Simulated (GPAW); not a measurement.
A run of GPAW 26.7.0 is set up as follows.

run.py

```python
from ase.dft.bandgap import bandgap
from ase.io import read, write
from ase.units import GPa
from gpaw import GPAW, PW

atoms = read('Cu2O.xyz')

calc = GPAW(mode=PW(800),
            xc='PBE',
            kpts={'size': (3, 3, 3), 'gamma': True},
            occupations={'name': 'fermi-dirac', 'width': 0.05},
            nbands=51,
            convergence={'density': 1e-05, 'energy': 1e-05},
            maxiter=100,
            txt='gpaw.txt')
atoms.calc = calc
energy = atoms.get_potential_energy()
forces = atoms.get_forces()
stress = atoms.get_stress()
calc.write('gs.gpw')
write('result.traj', atoms)
print(f'Energy: {energy:.6f} eV')
print('Forces (eV/A):')
print(forces.round(4))
print('Stress (GPa):', (stress / GPa).round(3))
print('Fermi level:', round(calc.get_fermi_level(), 4), 'eV')
print(f'Gap: {bandgap(calc)[0]:.4f} eV, direct: {bandgap(calc, direct=True)[0]:.4f} eV')
```

File Cu2O.xyz:

```xyz
6
Lattice="4.2600000000 0.0000000000 0.0000000000 0.0000000000 4.2600000000 0.0000000000 0.0000000000 0.0000000000 4.2600000000" Properties=species:S:1:pos:R:3 pbc="T T T"
Cu     3.1950000000      1.0650000000      3.1950000000
Cu     3.1950000000      3.1950000000      1.0650000000
Cu     1.0650000000      3.1950000000      3.1950000000
Cu     1.0650000000      1.0650000000      1.0650000000
O      2.1300000000      2.1300000000      2.1300000000
O      0.0000000000      0.0000000000      0.0000000000
```

Potentials or basis: GPAW PAW data sets (gpaw-data 1.2.1), pw.

Run with:

```console
$ OMP_NUM_THREADS=1 python run.py
```

Question: What does it give for the pressure?

Answer: 5.7 GPa.

Question: Predict the band gap on the k mesh.

Answer: 0.54 eV, direct.

Caveat: the k mesh is coarse (spacing up to 0.49 Å⁻¹), so the values aren't converged; with this Cu data set, volumes or pressures lay over 1.5 % or 2 GPa off other programs in two to four cells of ten. As with any semilocal functional, this PBE gap is likely too small.
